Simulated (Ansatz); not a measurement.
# SnO2: the cost of one run

Computed with Ansatz 0.2.0 (DFT LDA+D3(BJ), scalar-relativistic, plane waves, PAW, unless a step's input says otherwise).

16 further runs of the same task are left out: 16 set aside as unsound or not needed. Runs told in other sessions of the task aren't counted.

### Step 1. The starting structure

The structure is trigonal, space group R3m (No. 160). The conventional cell has a = 6.503 Å, b = 6.503 Å, c = 13.361 Å, α = 90.00°, β = 90.00°, γ = 120.00°. Around Sn (site symmetry 3m) lie 6 O at 2.12 to 2.13 Å. Sn (site symmetry m) has 6 O at 2.12 to 2.13 Å in its first shell of neighbours. O (site symmetry m) has 3 Sn at 2.12 to 2.13 Å in its first shell of neighbours. O (site symmetry 3m) has 3 Sn at 2.13 Å in its first shell of neighbours. O (site symmetry 3m) is surrounded by 3 Sn at 2.12 Å.

Structure file:

```xyz
12
Lattice="3.2515 1.8772 4.4537 -3.2515 1.8772 4.4537 0.0000 -3.7545 4.4537" Properties=species:S:1:pos:R:3 pbc="T T T"
Sn    0.0000    0.0000   11.5064
Sn    0.0000   -1.8777    7.1170
Sn   -1.6261    0.9388    7.1170
Sn    1.6261    0.9388    7.1170
O    -1.6096   -0.9293    6.0930
O     1.6096   -0.9293    6.0930
O     0.0000    1.8586    6.0930
O     0.0000    0.0000    8.1243
O     0.0000    0.0000    1.6683
O     0.0000   -1.8959    3.6401
O    -1.6419    0.9479    3.6401
O     1.6419    0.9479    3.6401
```

Source of the structure: the Materials Project (structure only).

### Step 9. Plan of the scan

The energy is mapped over two normal modes frozen in (zone-centre modes of the cell shown).

First coordinate, amplitude of mode 1 (109i cm⁻¹), largest displacement: 11 values from −0.187 Å. Second coordinate, amplitude of mode 3 (40i cm⁻¹), largest displacement: 11 values from −0.098 Å.

Nothing else is relaxed (the cell and all other modes fixed). Energies count from the relaxed high-symmetry cell. Points are written as (first, second).

Displacement patterns for an amplitude of 1 (Å):

```
atom      x1      y1      z1      x2      y2     z2
 Sn1  -0.003   0.000   0.000   0.000   0.000  0.000
 Sn2   0.001   0.000   0.000  -0.400   0.000  0.000
 Sn3   0.001   0.000   0.000   0.200   0.347  0.000
 Sn4   0.001   0.000   0.000   0.200  -0.347  0.000
  O5   0.006   0.397   0.560  -0.380   0.657  0.000
  O6   0.006  -0.397  -0.560  -0.380  -0.657  0.000
  O7  -0.682   0.000   0.000   0.759   0.000  0.000
  O8   1.000   0.000   0.000   0.000   0.000  0.000
  O9   0.672   0.000   0.000   0.000   0.000  0.000
 O10  -0.989   0.000   0.000  -1.000   0.000  0.000
 O11  -0.004  -0.569  -0.801   0.500   0.866  0.000
 O12  -0.004   0.569   0.801   0.500  -0.866  0.000
```

(The set-up runs are not shown.)

### Step 10. Point (−0.187 Å, −0.098 Å)

Contents of input.yaml:

```yaml
crystal:
  lattice:
    - [3.5575294445, 2.0539405825, 2.9070862415]
    - [-3.5575294445, 2.0539405825, 2.9070862415]
    - [0.0, -4.1078811649, 2.9070862415]
  atoms:
    - { symbol: Sn, position: [0.864588768, 0.8644160644, 0.8645024145] }
    - { symbol: Sn, position: [0.3702588935, 0.3592842238, 0.86483512] }
    - { symbol: Sn, position: [0.3592460711, 0.8648664134, 0.3702925629] }
    - { symbol: Sn, position: [0.8648038254, 0.3702970459, 0.359250555] }
    - { symbol: O, position: [0.1300412743, 0.5528612384, 0.5916877806] }
    - { symbol: O, position: [0.6095389686, 0.1664318006, 0.5707117161] }
    - { symbol: O, position: [0.5886566668, 0.5737435389, 0.1482368982] }
    - { symbol: O, position: [0.6121843053, 0.6647488737, 0.6384671106] }
    - { symbol: O, position: [0.1309934083, 0.166298291, 0.1486461996] }
    - { symbol: O, position: [0.1307414683, 0.0512077978, 0.638867405] }
    - { symbol: O, position: [0.1031087041, 0.6645586747, 0.104662164] }
    - { symbol: O, position: [0.6131751165, 0.0788405654, 0.0772860748] }
basis:
  ecutwfc: 520.0
kpoints:
  mp_grid: { grid: [6, 6, 6] }
hamiltonian:
  xc: lda
  pseudopotentials: { kind: paw, azcp: { folder: soft_1 } }
  dispersion: d3bj
scf:
  occupations: { method: gaussian, width: 0.05 }
output:
  forces: true
  stress: true
  eigenvalues: true
```

The run is started by

```sh
ansatz run input.yaml --threads 4 --pin off --max-ram 8192MiB --backend cpu --events-out ev --progress --plain --runs-dir out
```

What time and memory should one allow on 4 threads of Intel Xeon 6975P-C (Granite Rapids), shared host?

About 15 s, with a peak of 1.1 GiB.
